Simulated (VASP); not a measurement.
# TePt (R-3m) in VASP: single point with LDA

Aim: the single point of TePt with LDA.

Everything below comes from runs of VASP 6.6.1. Logs are shortened: lines on timing, memory, paths and dates and some standing lists are left out, and cuts for length are marked.

## (1) The structure

Symmetry: R-3m, No. 166, trigonal system. The conventional cell has a = 3.963 Å, b = 3.963 Å, c = 19.983 Å, α = 90.00°, β = 90.00°, γ = 120.00°. Te (site symmetry 3m) has 3 Pt at 2.59 Å as nearest neighbours. Pt (site symmetry 3m) is surrounded by 3 Te at 2.59 Å and 3 Pt at 2.72 Å.

## (2) Single point, LDA

INCAR

```
PREC     = Accurate       # precision mode
ENCUT    = 520            # plane-wave cutoff, eV
EDIFF    = 1E-7           # SCF threshold, eV
ISMEAR   = 0              # smearing method
SIGMA    = 0.1            # smearing width, eV
LREAL    = F              # projectors in reciprocal space
LASPH    = T              # aspherical terms in the spheres
NELM     = 100            # most SCF steps
ALGO     = Normal         # electronic algorithm
ISIF     = 2              # what is computed and relaxed
LWAVE    = F              # write WAVECAR
LCHARG   = F              # write CHGCAR
GGA      = CA             # functional
NBANDS   = 24             # bands
```

KPOINTS

```
Automatic mesh
0
Gamma
  6 6 6
```

POSCAR

```
TePt
1.0
    1.9815661262      1.1440577364      6.6610305258
   -1.9815661262      1.1440577364      6.6610305258
    0.0000000000     -2.2881154728      6.6610305258
Te Pt
2 2
Direct
    0.5980000000      0.5980000000      0.5980000000
    0.4020000000      0.4020000000      0.4020000000
    0.8703333333      0.8703333333      0.8703333333
    0.1296666667      0.1296666667      0.1296666667
```

Potentials or basis: VASP PAW LDA potentials, release 64 (Te, Pt).

Command:

```console
> cat potpaw_LDA.64/Te/POTCAR potpaw_LDA.64/Pt/POTCAR > POTCAR
> mpirun -np 1 vasp_std > vasp.out
```

OUTCAR:

```text
PREC = Accurate
   ENCUT = 520
   EDIFF = 1E-7
   ISMEAR = 0
   LREAL = F
   LASPH = T
   NELM = 100
   ISIF = 2
   GGA = CA

 ion  position               nearest neighbor table
   1  0.598  0.598  0.598-   3 2.59   3 2.59   3 2.59   4 3.54   4 3.54   4 3.54   2 3.57   2 3.57
                             2 3.57
   2  0.402  0.402  0.402-   4 2.59   4 2.59   4 2.59   3 3.54   3 3.54   3 3.54   1 3.57   1 3.57
                             1 3.57
   3  0.870  0.870  0.870-   1 2.59   1 2.59   1 2.59   4 2.72   4 2.72   4 2.72   2 3.54   2 3.54
                             2 3.54
   4  0.130  0.130  0.130-   2 2.59   2 2.59   2 2.59   3 2.72   3 2.72   3 2.72   1 3.54   1 3.54
                             1 3.54

  LATTYP: Found a trigonal (rhomboedric) cell.
 ALAT       =     7.0430675194
 COS(alpha) =     0.8416845021

  Lattice vectors:

 A1 = (   1.9815661262,   1.1440577364,   6.6610305258)
 A2 = (  -1.9815661262,   1.1440577364,   6.6610305258)
 A3 = (   0.0000000000,  -2.2881154728,   6.6610305258)

Analysis of symmetry for initial positions (statically):
=====================================================================
 Subroutine PRICEL returns:
 Original cell was already a primitive cell.

 Routine SETGRP: Setting up the symmetry group for a
 trigonal (rhombohedral) supercell.

 Subroutine GETGRP returns: Found 12 space group operations
 (whereof 12 operations were pure point group operations)
 out of a pool of 12 trial point group operations.

The static configuration has the point symmetry D_3d.

Analysis of symmetry for dynamics (positions and initial velocities):
=====================================================================
 Subroutine PRICEL returns:
 Original cell was already a primitive cell.

 Routine SETGRP: Setting up the symmetry group for a
 trigonal (rhombohedral) supercell.

 Subroutine GETGRP returns: Found 12 space group operations
 (whereof 12 operations were pure point group operations)
 out of a pool of 12 trial point group operations.

The dynamic configuration has the point symmetry D_3d.

 Subroutine INISYM returns: Found 12 space group operations
 (whereof 12 operations are pure point group operations),
 and found     1 'primitive' translations

----------------------------------------------------------------------------------------

                                     Primitive cell

  volume of cell :      90.6044
[... 88 lines left out ...]
   LNONCOLLINEAR =      F non collinear calculations
   LSORBIT =      F    spin-orbit coupling
   LASPH  =      T    aspherical Exc in radial PAW
   ENCUT  =  520.0 eV  38.22 Ry    6.18 a.u.  13.10 13.10 13.10*2*pi/ulx,y,z
   NELM   =    100;   NELMIN=  2; NELMDL= -5     # of ELM steps
   EDIFF  = 0.1E-06   stopping-criterion for ELM
   LREAL  =      F    real-space projection
   EDIFFG = 0.1E-05   stopping-criterion for IOM
   NSW    =      0    number of steps for IOM
   IBRION =     -1    ionic relax: 0-MD 1-quasi-New 2-CG
   NFREE  =      0    steps in history (QN), initial steepest desc. (CG)
   ISIF   =      2    stress and relaxation
   ISYM   =      2    0-nonsym 1-usesym 2-fastsym
   POTIM  = 0.5000    time-step for ionic-motion
   TEBEG  =    0.0;   TEEND  =   0.0 temperature during run
   PSTRESS=    0.0 pullay stress
   NELECT =      32.0000    total number of electrons
   NUPDOWN=      -1.0000    fix difference up-down
   EMIN   =  10.00;   EMAX   =-10.00  energy-range for DOS
   EFERMI =   0.00;   METHOD = LEGACY
   ISMEAR =     0;   SIGMA  =   0.10  broadening in eV -4-tet -1-fermi 0-gaus
   EFERMI_NEDOS =   21; number of points for ismear=-14 and -15
   IALGO  =     38    algorithm
   IMIX   =      4    mixing-type and parameters
     AMIX     =   0.40;   BMIX     =  1.00
     AMIX_MAG =   1.60;   BMIX_MAG =  1.00
  volume/ion in A,a.u.               =      22.65       152.86
  Fermi-wavevector in a.u.,A,eV,Ry     =   1.157200  2.186791 18.219723  1.339112
  Thomas-Fermi vector in A             =   2.293814
   LORBIT       =      0    0 simple, 1 ext, 2 COOP (PROOUT), +10 PAW based schemes
   GGA     = CA    functional components
   LHFCALC =     F    Hartree Fock is set to
   AEXX    =    0.0000 exact exchange contribution
   IVDW    =     0    specifies the selected vdW correction
   LEPSILON=     F    determine dielectric tensor
   LRPA    =     F    only Hartree local field effects (RPA)
 non-spin polarized calculation
 Gauss-broadening in eV      SIGMA  =   0.10
  energy-cutoff  :      520.00
  volume of cell :       90.60
 maximum number of plane-waves:      2472
 NGX is ok and might be reduce to    54
   NGX = 27   NGY = 27   NGZ = 27

 number of electron      32.0000000 magnetization

 Free energy of the ion-electron system (eV)
  ---------------------------------------------------
  ext. energy  EPLUGINS =         0.00000000
  ---------------------------------------------------
  free energy    TOTEN  =       -24.00722983 eV

  energy without entropy =      -23.99175799  energy(sigma->0) =      -23.99949391

 E-fermi :   8.3054     XC(G=0): -11.1067

 val. band max:        8.2557063248   @ k =   0.5000   0.1667   0.1667
 cond. band min:       8.3077863418   @ k =   0.3333   0.1667   0.0000
 fundamental gap:      0.0520800170
 Fermi energy:         8.3053753148

 k-point     1 :       0.0000    0.0000    0.0000
  band No.  band energies     occupation
      1      -5.0545      2.00000
      2      -3.5173      2.00000
      3       1.5009      2.00000
      4       2.7743      2.00000
      5       2.7743      2.00000
      6       3.4742      2.00000
[... 637 lines left out ...]
     23      15.4451      0.00000
     24      17.2033      0.00000

 [... further k-points ...]
[... 5 lines left out ...]
  --------------------------------------------------------------------------------------
  -------------------------------------------------------------------------------------
  Total       -1.5010181     -1.5010181     -1.3680546      0.0000000      0.0000000     -0.0000000
  in kB      -26.5428358    -26.5428358    -24.1916139      0.0000000      0.0000000     -0.0000000
  external PRESSURE =     -25.7590952 kB  Pullay stress =       0.0000000 kB

 VOLUME and BASIS-vectors are now :
 -----------------------------------------------------------------------------
  energy-cutoff  :      520.00
  volume of cell :       90.60
      direct lattice vectors                 reciprocal lattice vectors
     1.981566126  1.144057736  6.661030526     0.252325670  0.145680293  0.050042307
    -1.981566126  1.144057736  6.661030526    -0.252325670  0.145680293  0.050042307
     0.000000000 -2.288115473  6.661030526     0.000000000 -0.291360587  0.050042307

 POSITION                                       TOTAL-FORCE (eV/Angst)
 -----------------------------------------------------------------------------------
      0.00000      0.00000     11.94989         0.000000      0.000000     -0.116845
      0.00000      0.00000      8.03320         0.000000     -0.000000      0.116845
      0.00000      0.00000     17.39195         0.000000     -0.000000     -0.226300
      0.00000      0.00000      2.59114         0.000000      0.000000      0.226300
 -----------------------------------------------------------------------------------
    total drift:                                0.000000     -0.000000      0.000000

  FREE ENERGIE OF THE ION-ELECTRON SYSTEM (eV)
  ---------------------------------------------------
  free  energy   TOTEN  =       -24.0072298275 eV

  energy  without entropy=      -23.9917579938  energy(sigma->0) =      -23.99949391
```

OSZICAR:

```text
N       E                     dE             d eps       ncg     rms          rms(c)
DAV:   1     0.164090197477E+03    0.16409E+03   -0.13901E+04  1536   0.118E+03
DAV:   2    -0.176924441300E+02   -0.18178E+03   -0.16751E+03  1872   0.226E+02
DAV:   3    -0.246816284162E+02   -0.69892E+01   -0.69008E+01  1856   0.446E+01
DAV:   4    -0.247716302314E+02   -0.90002E-01   -0.89967E-01  1904   0.557E+00
DAV:   5    -0.247734188440E+02   -0.17886E-02   -0.17886E-02  1936   0.728E-01    0.162E+01
DAV:   6    -0.241743529232E+02    0.59907E+00   -0.16207E+00  1672   0.996E+00    0.909E+00
DAV:   7    -0.240559906121E+02    0.11836E+00   -0.29507E-01  1576   0.498E+00    0.305E+00
DAV:   8    -0.240083944900E+02    0.47596E-01   -0.12527E-01  1704   0.294E+00    0.105E+00
DAV:   9    -0.240079301274E+02    0.46436E-03   -0.12484E-02  1784   0.634E-01    0.375E-01
DAV:  10    -0.240072714898E+02    0.65864E-03   -0.29602E-03  1784   0.364E-01    0.116E-01
DAV:  11    -0.240072351596E+02    0.36330E-04   -0.13096E-04  1832   0.647E-02    0.507E-02
DAV:  12    -0.240072317372E+02    0.34225E-05   -0.12272E-05  1856   0.238E-02    0.381E-02
DAV:  13    -0.240072300744E+02    0.16628E-05   -0.30561E-06  1784   0.128E-02    0.100E-02
DAV:  14    -0.240072298440E+02    0.23043E-06   -0.87572E-07  1800   0.568E-03    0.255E-03
DAV:  15    -0.240072298275E+02    0.16501E-07   -0.38290E-08  1008   0.126E-03
   1 F= -.24007230E+02 E0= -.23999494E+02  d E =-.154718E-01
```

stdout:

```text
POSCAR found type information on POSCAR TePt
 POSCAR found :  2 types and       4 ions
 scaLAPACK will be used
 LDA part: xc-table for (Slater(with rela. corr.)+CA(PZ))
 , standard interpolation
 POSCAR, INCAR and KPOINTS ok, starting setup
 FFT: planning ... GRIDC
 FFT: planning ... GRID_SOFT
 FFT: planning ... GRID
 WAVECAR not read
 entering main loop
```

Wall time 3.1 min (1 thread of Intel Xeon Platinum 8488C (Sapphire Rapids), shared host); peak memory 0.33 GiB.

Results:

| Item | Value |
| --- | --- |
| Free energy | -24.0072 eV |
| Pressure | -2.6 GPa |
| Largest force | 0.226 eV/Å |
| Band gap on the k mesh | none (metal or under the smearing width) |

Forces in eV/Å, atoms in the order of the input:
```
Te   0.000  0.000 -0.117
Te   0.000  0.000  0.117
Pt   0.000  0.000 -0.226
Pt   0.000  0.000  0.226
```

Levels at points of the mesh, in eV from the Fermi level:
```
           k point  band 14  band 15  band 16  band 17  band 18  band 19
(0.00, 0.00, 0.00)     0.68     0.68     0.86     1.23     2.84     2.84
(0.50, 0.00, 0.00)    -1.98    -1.87    -1.05     0.31     1.34     1.97
(0.50, 0.50, 0.00)    -1.83    -1.74    -1.32    -1.16     2.52     3.80
(0.50, 0.50, 0.50)    -1.61     1.24     1.24     1.95     1.95     3.49
```

Spin-orbit coupling is left out, which matters for the levels of Pt, Te.
